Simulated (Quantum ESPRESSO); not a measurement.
# AgCl (Chlorargyrite) (Fm-3m) in Quantum ESPRESSO: settings compared

One crystal, AgCl (Chlorargyrite), is run at these levels: LDA, PBE; tasks: phonons, dielectric tensor.

All numbers are computed with Quantum ESPRESSO 7.5; they aren't measurements. Logs are shortened: lines on timing, memory, paths and dates and some standing lists are left out, and cuts for length are marked.

**Measured values to compare with.**

A printed reference work, monograph reports, for a bulk crystal of AgCl: high-frequency dielectric constant 3.92.

The results are compared with them further down.

### 1 Starting point

The structure is cubic, space group Fm-3m (No. 225). Conventional cell: a = 5.470 Å, b = 5.470 Å, c = 5.470 Å, α = 90.00°, β = 90.00°, γ = 90.00°. Ag (site symmetry m-3m) is surrounded by 6 Cl at 2.73 Å. Cl (site symmetry m-3m) has 6 Ag at 2.73 Å as nearest neighbours.

### 2 Phonons, LDA

The input, pw.in:

```
&CONTROL
  calculation = 'scf'
  prefix = 'pwscf'
  outdir = './tmp'
  pseudo_dir = './pseudo'
  tprnfor = .true.
  tstress = .true.
  disk_io = 'low'
/
&SYSTEM
  ibrav = 0
  nat = 2
  ntyp = 2
  ecutwfc = 52
  ecutrho = 312
  nbnd = 15
  occupations = 'smearing'
  smearing = 'fd'
  degauss = 0.00367493
/
&ELECTRONS
  conv_thr = 4d-10
  electron_maxstep = 120
  mixing_beta = 0.5
/
ATOMIC_SPECIES
Ag   107.8682 Ag.LDA_PW-JTH.UPF
Cl    35.4500 Cl.LDA_PW-JTH.UPF
CELL_PARAMETERS angstrom
   0.0000000000    2.7350000000    2.7350000000
   2.7350000000    0.0000000000    2.7350000000
   2.7350000000    2.7350000000    0.0000000000
ATOMIC_POSITIONS crystal
Ag     0.0000000000    0.0000000000    0.0000000000
Cl     0.5000000000    0.5000000000    0.5000000000
K_POINTS automatic
6 6 6 1 1 1
```

The input, relax.in:

```
&CONTROL
  calculation = 'vc-relax'
  prefix = 'pwscf'
  outdir = './tmp'
  pseudo_dir = './pseudo'
  tprnfor = .true.
  tstress = .true.
  disk_io = 'low'
  nstep = 40
  forc_conv_thr = 0.0001
  etot_conv_thr = 1d-06
/
&SYSTEM
  ibrav = 0
  nat = 2
  ntyp = 2
  ecutwfc = 52
  ecutrho = 312
  nbnd = 15
  occupations = 'smearing'
  smearing = 'fd'
  degauss = 0.00367493
/
&ELECTRONS
  conv_thr = 4d-10
  electron_maxstep = 120
  mixing_beta = 0.5
/
&IONS
  ion_dynamics = 'bfgs'
/
&CELL
  cell_dynamics = 'bfgs'
  press = 0
  press_conv_thr = 0.2
/
ATOMIC_SPECIES
Ag   107.8682 Ag.LDA_PW-JTH.UPF
Cl    35.4500 Cl.LDA_PW-JTH.UPF
CELL_PARAMETERS angstrom
   0.0000000000    2.7350000000    2.7350000000
   2.7350000000    0.0000000000    2.7350000000
   2.7350000000    2.7350000000    0.0000000000
ATOMIC_POSITIONS crystal
Ag     0.0000000000    0.0000000000    0.0000000000
Cl     0.5000000000    0.5000000000    0.5000000000
K_POINTS automatic
6 6 6 1 1 1
```

The input, scf2.in:

```
&CONTROL
  calculation = 'scf'
  prefix = 'pwscf'
  outdir = './tmp'
  pseudo_dir = './pseudo'
  tprnfor = .true.
  tstress = .true.
  disk_io = 'low'
/
&SYSTEM
  ibrav = 0
  nat = 2
  ntyp = 2
  ecutwfc = 52
  ecutrho = 312
  nbnd = 15
  occupations = 'fixed'
/
&ELECTRONS
  conv_thr = 1d-13
  electron_maxstep = 120
  mixing_beta = 0.5
  startingpot = 'file'
  startingwfc = 'file'
/
ATOMIC_SPECIES
Ag   107.8682 Ag.LDA_PW-JTH.UPF
Cl    35.4500 Cl.LDA_PW-JTH.UPF
CELL_PARAMETERS angstrom
   0.0000000000    2.6784185694    2.6784185694
   2.6784185694    0.0000000000    2.6784185694
   2.6784185694    2.6784185694    0.0000000000
ATOMIC_POSITIONS crystal
Ag     0.0000000000    0.0000000000    0.0000000000
Cl     0.5000000000    0.5000000000    0.5000000000
K_POINTS automatic
6 6 6 1 1 1
```

The input, ph.in:

```
phonons of AgCl
&INPUTPH
  prefix = 'pwscf'
  outdir = './tmp'
  tr2_ph = 1d-18
  fildyn = 'dyn'
  niter_ph = 90
  alpha_mix(1) = 0.7
  epsil = .true.
/
0.0000000000 0.0000000000 0.0000000000
```

The input, dynmat.in:

```
&INPUT
  fildyn = 'dyn'
  asr = 'crystal'
  lperm = .true.
  filout = 'dynmat.disp'
  fileig = 'dynmat.eig'
/
```

The input, dynmat_lo.in:

```
&INPUT
  fildyn = 'dyn'
  asr = 'crystal'
  filout = 'dynmat_lo.disp'
  fileig = 'dynmat_lo.eig'
  q(1) = 0
  q(2) = 0
  q(3) = 1
/
```

Potentials or basis: JTH 2.0 LDA.

Run with:

```bash
OMP_NUM_THREADS=1 pw.x -in pw.in > pw.out
OMP_NUM_THREADS=1 pw.x -in relax.in > relax.out
OMP_NUM_THREADS=1 pw.x -in scf2.in > scf2.out
OMP_NUM_THREADS=1 ph.x -in ph.in > ph.out
OMP_NUM_THREADS=1 dynmat.x -in dynmat.in > dynmat.out
OMP_NUM_THREADS=1 dynmat.x -in dynmat_lo.in > dynmat_lo.out
```

pw.out:

```text
This program is part of the open-source Quantum ESPRESSO suite
     for quantum simulation of materials; please cite
         "P. Giannozzi et al., J. Phys.:Condens. Matter 21 395502 (2009);
         "P. Giannozzi et al., J. Phys.:Condens. Matter 29 465901 (2017);
         "P. Giannozzi et al., J. Chem. Phys. 152 154105 (2020);
     in publications or presentations arising from this work. More details at

     file Ag.LDA_PW-JTH.UPF: wavefunction(s)  0S 5P 0P 4D 0D renormalized
     file Cl.LDA_PW-JTH.UPF: wavefunction(s)  3S 0S 3P 0P renormalized
     Message from routine setup:
     using ibrav=0 with symmetry is DISCOURAGED, use correct ibrav instead

     G-vector sticks info
     --------------------
     sticks:   dense  smooth     PW     G-vecs:    dense   smooth      PW
     Sum        1159     757    241                25821    13851    2421

     Using Slab Decomposition

     bravais-lattice index     =            0
     lattice parameter (alat)  =       7.3092  a.u.
     unit-cell volume          =     276.1205 (a.u.)^3
     number of atoms/cell      =            2
     number of atomic types    =            2
     number of electrons       =        18.00
     number of Kohn-Sham states=           15
     kinetic-energy cutoff     =      52.0000  Ry
     charge density cutoff     =     312.0000  Ry
     scf convergence threshold =      4.0E-10
     mixing beta               =       0.5000
     number of iterations used =            8  plain     mixing
     Exchange-correlation= SLA PW NOGX NOGC
                           (   1   4   0   0   0   0   0)

     celldm(1)=   7.309223  celldm(2)=   0.000000  celldm(3)=   0.000000
     celldm(4)=   0.000000  celldm(5)=   0.000000  celldm(6)=   0.000000

[... 8 lines left out ...]
               b(3) = (  0.707107  0.707107 -0.707107 )

     PseudoPot. # 1 for Ag read from file:
     Ag.LDA_PW-JTH.UPF
     Pseudo is Projector augmented-wave + core cor, Zval = 11.0
     Generated using ATOMPAW code
     Shape of augmentation charge: BESSEL
     Using radial grid of 1085 points,  6 beta functions with:
                l(1) =   0
                l(2) =   0
                l(3) =   1
                l(4) =   1
                l(5) =   2
                l(6) =   2
     Q(r) pseudized with 0 coefficients

     PseudoPot. # 2 for Cl read from file:
     Cl.LDA_PW-JTH.UPF
     Pseudo is Projector augmented-wave + core cor, Zval =  7.0
     Generated using ATOMPAW code
     Shape of augmentation charge: SINC**2
     Using radial grid of 1004 points,  4 beta functions with:
                l(1) =   0
                l(2) =   0
                l(3) =   1
                l(4) =   1
     Q(r) pseudized with 0 coefficients

     atomic species   valence    mass     pseudopotential
     Ag               11.00   107.86820     Ag( 1.00)
     Cl                7.00    35.45000     Cl( 1.00)

     48 Sym. Ops., with inversion, found

   Cartesian axes

     site n.     atom                  positions (alat units)
         1        Ag     tau(   1) = (   0.0000000   0.0000000   0.0000000  )
         2        Cl     tau(   2) = (   0.7071068   0.7071068   0.7071068  )

     number of k points=    28  Fermi-Dirac smearing, width (Ry)=  0.0037
                       cart. coord. in units 2pi/alat
        k(    1) = (   0.0589256   0.0589256   0.0589256), wk =   0.0185185
        k(    2) = (   0.1767767   0.1767767  -0.0589256), wk =   0.0555556
        k(    3) = (   0.2946278   0.2946278  -0.1767767), wk =   0.0555556
        k(    4) = (  -0.2946278  -0.2946278   0.4124790), wk =   0.0555556
        k(    5) = (  -0.1767767  -0.1767767   0.2946278), wk =   0.0555556
        k(    6) = (  -0.0589256  -0.0589256   0.1767767), wk =   0.0555556
[... 20 lines left out ...]
        k(   27) = (   0.2946278   0.2946278   0.2946278), wk =   0.0185185
        k(   28) = (  -0.2946278  -0.2946278   0.8838835), wk =   0.0555556

     Dense  grid:    25821 G-vectors     FFT dimensions: (  45,  45,  45)

     Smooth grid:    13851 G-vectors     FFT dimensions: (  36,  36,  36)

     Check: negative core charge=   -0.000005

     Initial potential from superposition of free atoms

     starting charge      17.9997, renormalised to      18.0000

     negative rho (up, down):  7.369E-02 0.000E+00
     Starting wfcs are   26 randomized atomic wfcs

     Self-consistent Calculation

     iteration #  1     ecut=    52.00 Ry     beta= 0.50
     Davidson diagonalization with overlap
     ethr =  1.00E-02,  avg # of iterations =  5.6

     Threshold (ethr) on eigenvalues was too large:
     Diagonalizing with lowered threshold

     Davidson diagonalization with overlap
     ethr =  1.73E-04,  avg # of iterations =  4.4

     negative rho (up, down):  7.465E-02 0.000E+00

     total energy              =    -422.21111628 Ry
     estimated scf accuracy    <       0.03008257 Ry

     iteration #  2     ecut=    52.00 Ry     beta= 0.50
     Davidson diagonalization with overlap
     ethr =  1.67E-04,  avg # of iterations =  2.0

     negative rho (up, down):  7.414E-02 0.000E+00

     total energy              =    -422.21898488 Ry
     estimated scf accuracy    <       0.00414362 Ry

     iteration #  3     ecut=    52.00 Ry     beta= 0.50
     Davidson diagonalization with overlap
     ethr =  2.30E-05,  avg # of iterations =  3.2

     negative rho (up, down):  7.391E-02 0.000E+00

     total energy              =    -422.21982815 Ry
     estimated scf accuracy    <       0.00037171 Ry

     iteration #  4     ecut=    52.00 Ry     beta= 0.50
     Davidson diagonalization with overlap
     ethr =  2.07E-06,  avg # of iterations =  4.8
[... 19 lines left out ...]
     negative rho (up, down):  7.382E-02 0.000E+00

     total energy              =    -422.21985255 Ry
     estimated scf accuracy    <       0.00000006 Ry

     iteration #  7     ecut=    52.00 Ry     beta= 0.50
     Davidson diagonalization with overlap
     ethr =  3.12E-10,  avg # of iterations =  2.0

     negative rho (up, down):  7.382E-02 0.000E+00

     total energy              =    -422.21985256 Ry
     estimated scf accuracy    <          2.0E-09 Ry

     iteration #  8     ecut=    52.00 Ry     beta= 0.50
     Davidson diagonalization with overlap
     ethr =  1.11E-11,  avg # of iterations =  2.0

     negative rho (up, down):  7.382E-02 0.000E+00

     End of self-consistent calculation

          k = 0.0589 0.0589 0.0589 (  1771 PWs)   bands (ev):

    -8.4045   3.8150   3.8150   3.8488   4.2566   4.2566   4.5202   4.9371
     4.9371   7.9137  16.7036  17.3754  17.3754  19.0447  19.0447

          k = 0.1768 0.1768-0.0589 (  1759 PWs)   bands (ev):

    -8.2536   2.6920   3.0412   3.4386   4.3351   4.4138   4.7310   5.2490
     6.0312   9.3041  15.1365  15.8495  16.4066  17.9382  19.4593

          k = 0.2946 0.2946-0.1768 (  1750 PWs)   bands (ev):

    -8.0047   1.6346   2.5486   2.6983   4.5371   4.5900   4.8940   6.1947
     6.8040  10.7848  13.3583  14.7261  14.8260  19.1043  19.9630

          k =-0.2946-0.2946 0.4125 (  1743 PWs)   bands (ev):

    -7.9127   1.3166   2.4425   2.4825   4.6162   4.6545   4.9718   6.7274
     6.7734  11.0541  12.8944  14.4537  14.5766  19.8120  20.3105

          k =-0.1768-0.1768 0.2946 (  1750 PWs)   bands (ev):

    -8.0841   1.9341   2.7297   2.8726   4.4284   4.5555   4.8294   6.0326
     6.4392  10.4045  13.7104  14.9922  15.4944  18.5450  19.9078

          k =-0.0589-0.0589 0.1768 (  1760 PWs)   bands (ev):

    -8.3258   2.9542   3.6294   3.6489   4.2353   4.3441   4.6934   5.0468
     5.4663   8.7596  15.8911  16.4954  16.8757  17.5546  19.7753

          k = 0.2946 0.0589 0.0589 (  1757 PWs)   bands (ev):

    -8.1961   2.2780   3.4484   3.4948   4.1702   4.4306   4.8755   5.1389
     5.6593   9.9319  14.4658  15.4555  16.6262  17.1809  20.4781

          k = 0.4125 0.1768-0.0589 (  1742 PWs)   bands (ev):

    -8.0157   1.8844   2.8293   3.1135   4.3195   4.6156   4.9336   5.2799
     6.1866  10.7610  13.3190  14.7475  16.1244  17.9486  21.0035

          k =-0.1768-0.4125 0.5303 (  1749 PWs)   bands (ev):

    -7.8885   1.7093   2.4835   2.6125   4.5342   4.6669   4.9191   5.8241
     6.3064  11.4375  12.5375  14.8262  15.2861  19.3365  20.3358

          k =-0.0589-0.2946 0.4125 (  1755 PWs)   bands (ev):

    -7.9520   1.7402   2.5430   2.8358   4.5074   4.6380   4.9635   5.3390
     6.6755  11.5777  12.6401  14.5200  15.2674  18.6507  20.8914

          k = 0.0589-0.1768 0.2946 (  1751 PWs)   bands (ev):

    -8.1363   2.1414   2.8839   3.2415   4.3431   4.5208   4.8635   5.3103
     6.3175  10.2615  14.0741  15.0214  15.9564  17.8729  20.2231

          k = 0.5303 0.0589 0.0589 (  1737 PWs)   bands (ev):

    -7.9545   2.0002   3.3124   3.4097   4.0491   4.5970   4.8915   4.9909
     5.3469   9.6632  14.4804  14.8123  17.3449  17.7781  21.5802

          k =-0.0589-0.5303 0.6482 (  1740 PWs)   bands (ev):

    -7.8826   2.2557   2.7742   3.0469   4.3274   4.7441   4.8329   4.9688
     5.3746   9.8280  14.3855  14.9745  16.6321  18.7583  21.0112

          k = 0.0589-0.4125 0.5303 (  1746 PWs)   bands (ev):

    -7.8715   1.9710   2.5225   2.6295   4.5407   4.6626   4.9218   5.2543
     6.1487  11.1262  13.2064  14.6625  15.6035  19.2775  19.8208

          k = 0.1768-0.2946 0.4125 (  1751 PWs)   bands (ev):

    -7.9324   1.5322   2.4826   2.6203   4.5441   4.6505   4.9374   6.1186
     6.7086  11.3939  12.5479  14.7381  14.8707  19.2312  20.5665

          k =-0.6482 0.0589 0.0589 (  1742 PWs)   bands (ev):

    -7.9010   2.2023   3.3082   3.4334   4.0340   4.6919   4.8113   4.8299
     5.0086   9.1714  14.6060  15.2695  17.9435  18.2312  21.4562

          k =-0.5303 0.1768-0.0589 (  1739 PWs)   bands (ev):

    -7.9266   1.9816   2.8104   3.0577   4.3125   4.6864   4.8993   5.1624
     5.7625  10.2403  13.9071  14.6929  16.5206  18.3292  21.2662

          k =-0.4125 0.0589 0.0589 (  1743 PWs)   bands (ev):

    -8.0592   1.9620   3.3461   3.4157   4.0980   4.5134   4.9430   5.1185
     5.6122  10.3229  13.7943  15.0348  16.8021  17.2959  21.0823

          k = 0.1768 0.1768 0.1768 (  1760 PWs)   bands (ev):

    -8.1883   2.3880   2.9617   2.9617   4.4319   4.4319   4.7144   6.0453
     6.0453   9.6639  14.4760  15.8202  15.8202  18.8862  18.8862

          k = 0.2946 0.2946 0.0589 (  1749 PWs)   bands (ev):

    -8.0425   1.8651   2.5952   3.0039   4.4675   4.5842   4.9311   5.3631
     6.7846  10.9390  13.4455  14.6553  15.1259  18.3631  20.7080

          k =-0.2946-0.2946 0.6482 (  1750 PWs)   bands (ev):

    -7.8987   1.7272   2.5289   2.6354   4.6066   4.6071   4.9681   5.3318
     6.6560  11.7816  12.4787  14.5243  15.1946  19.1939  19.9608

          k =-0.1768-0.1768 0.5303 (  1747 PWs)   bands (ev):

    -7.9077   1.8800   2.5622   2.8229   4.3790   4.7018   4.9046   5.7738
     5.8493  10.6550  13.2442  14.8946  15.9889  18.6588  20.8093

          k = 0.4125 0.1768 0.1768 (  1752 PWs)   bands (ev):

    -7.9805   1.7379   2.6218   2.8246   4.3987   4.6519   4.9104   5.9592
     6.2935  11.0009  12.8816  14.8357  15.5738  18.5233  20.7005

          k =-0.1768-0.4125 0.7660 (  1748 PWs)   bands (ev):

    -7.8911   1.9204   2.5565   2.7469   4.5322   4.6617   4.9171   5.2367
     6.1339  11.1691  13.1617  14.5608  15.6367  19.0577  20.4911

          k =-0.0589-0.2946 0.6482 (  1751 PWs)   bands (ev):

    -7.8641   2.2665   2.5211   2.7194   4.5699   4.7078   4.8426   5.0112
     5.6649  10.8091  14.0121  14.6560  15.3906  19.5742  20.4834

          k =-0.7660 0.1768 0.1768 (  1739 PWs)   bands (ev):

    -7.8735   2.2147   2.4693   2.8387   4.3788   4.7143   4.8925   5.2171
     5.7704  10.2954  13.8423  14.8847  16.4459  18.4860  20.3406

          k = 0.2946 0.2946 0.2946 (  1748 PWs)   bands (ev):

    -7.9520   1.3705   2.4988   2.4988   4.6174   4.6174   4.9459   6.8105
     6.8105  10.7068  13.4862  14.4218  14.4218  19.9516  19.9712

          k =-0.2946-0.2946 0.8839 (  1750 PWs)   bands (ev):

    -7.8984   1.5050   2.5019   2.5023   4.6036   4.6387   4.9434   6.0657
     6.7062  11.7087  12.2316  14.7677  14.8002  19.8202  20.0333

     the Fermi energy is     7.4199 ev

!    total energy              =    -422.21985256 Ry
     total all-electron energy =      -422.219853 Ry
     estimated scf accuracy    <          3.5E-11 Ry
     smearing contrib. (-TS)   =      -0.00000009 Ry
     internal energy E=F+TS    =    -422.21985247 Ry

     The total energy is F=E-TS. E is the sum of the following terms:
     one-electron contribution =     -10.93151112 Ry
     hartree contribution      =      20.60805043 Ry
     xc contribution           =     -41.44786181 Ry
     ewald contribution        =     -91.63815132 Ry
     one-center paw contrib.   =    -298.81037865 Ry

     convergence has been achieved in   8 iterations

     negative rho (up, down):  7.382E-02 0.000E+00

     Forces acting on atoms (cartesian axes, Ry/au):

     atom    1 type  1   force =    -0.00000000   -0.00000000    0.00000000
     atom    2 type  2   force =     0.00000000    0.00000000   -0.00000000

     Total force =     0.000000     Total SCF correction =     0.000000

     Computing stress (Cartesian axis) and pressure

     negative rho (up, down):  7.382E-02 0.000E+00
          total   stress  (Ry/bohr**3)                   (kbar)     P=      -37.27
  -0.00025335   0.00000000   0.00000000          -37.27        0.00        0.00
   0.00000000  -0.00025335   0.00000000            0.00      -37.27        0.00
   0.00000000   0.00000000  -0.00025335            0.00        0.00      -37.27

=------------------------------------------------------------------------------=
   JOB DONE.
=------------------------------------------------------------------------------=
```

Wall time 5.2 min (1 thread of Arm Neoverse V2, shared host); peak memory 0.14 GiB.

What came out:

| Quantity | Value |
| --- | --- |
| Free energy | -5744.6244 eV |
| Relaxed volume | 19.21 Å³/atom |
| Relaxed cell | a = 3.788 Å, b = 3.788 Å, c = 3.788 Å, α = 60.00°, β = 60.00°, γ = 60.00° |
| Space group after relaxing (to 0.05 Å) | Fm-3m (No. 225) |
| Pressure after relaxing | 0.0 GPa |
| Electronic dielectric tensor (diagonal) | 5.79 |
| Born charges (mean of the diagonal) | Ag +1.41; Cl -1.41 e |
| Highest phonon frequency at Γ, LO-TO splitting left out | 131 cm⁻¹ |
| Static dielectric tensor (diagonal) | 11.38 |

The path:
| step | energy change (eV) | largest force (eV/Å) | pressure (GPa) | volume (Å³) |
| --- | --- | --- | --- | --- |
| 1 | 0.0000 | 0.0000 | -3.73 | 40.92 |
| 2 | -0.0156 | 0.0000 | -2.72 | 40.14 |
| 3 | -0.0291 | 0.0000 | -1.00 | 39.00 |
| 4 | -0.0309 | 0.0000 | 0.10 | 38.37 |
| 5 | -0.0309 | 0.0000 | 0.00 | 38.43 |
| 6 | -0.0309 | 0.0000 | 0.00 | 38.43 |

Final structure:
```yaml
crystal:
  lattice:
    - [0.00000, 2.67842, 2.67842]
    - [2.67842, 0.00000, 2.67842]
    - [2.67842, 2.67842, 0.00000]
  atoms:
    - { symbol: Ag, position: [0.00000, 0.00000, 0.00000] }
    - { symbol: Cl, position: [0.50000, 0.50000, 0.50000] }
```

Phonon frequencies in cm⁻¹ (negative: imaginary):
| q point | frequencies |
| --- | --- |
| (0.000, 0.000, 0.000) | -1 -1 -1 131 131 131 |

Electronic dielectric tensor:
```
5.79 0.00 0.00
0.00 5.79 0.00
0.00 0.00 5.79
```

Born effective charge tensors (e):
atom 1, Ag
```
1.41 0.00 0.00
0.00 1.41 0.00
0.00 0.00 1.41
```
atom 2, Cl
```
-1.41  0.00  0.00
 0.00 -1.41  0.00
 0.00  0.00 -1.41
```

Optical modes at Γ, degenerate ones joined, polar ones without the macroscopic field:
| cm⁻¹ | components | symmetry | active in | IR intensity, summed ((D/Å)²/amu) |
| --- | --- | --- | --- | --- |
| 131 | 3 | T1u | IR | 5.15 |

Zone-centre frequencies without and with the macroscopic field along z (cm⁻¹):
```tsv
	optical modes in rising order
without	131 131 131
with the field	131 131 183
```

Static dielectric tensor, electrons and zone-centre modes:
```
11.38  0.00  0.00
 0.00 11.38  0.00
 0.00  0.00 11.38
```

[end of part 1 of 2]
